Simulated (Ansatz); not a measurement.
Zinc-blende AlSb was calculated with PBEsol+SOC in Ansatz (PAW).

Run with plane-wave cutoff 520 eV, 10×10×10 k mesh, Fermi–Dirac smearing 0.01 eV, PAW data made under PBE.

The cell has the measured lattice: a = 6.1355 Å, b = 6.1355 Å, c = 6.1355 Å, α = 90.00°, β = 90.00°, γ = 90.00°.

Give the computed band gap and smallest direct gap on the k points sampled.


- band gap: 0.91 eV (indirect)
- smallest direct gap on the k points sampled: 1.35 eV

Measured, for comparison: band gap 1.73 eV (zero-point renormalisation of 35 meV (experimental, the table's column) added back here, indirect; inputs from Miglio et al. (2020), arXiv:2011.12765). Computed (rounded) less measured: band gap -0.82 eV.

Note: cell and atoms aren't relaxed at this level (pressure 0.6 GPa).

Ansatz is a program for electronic structure.
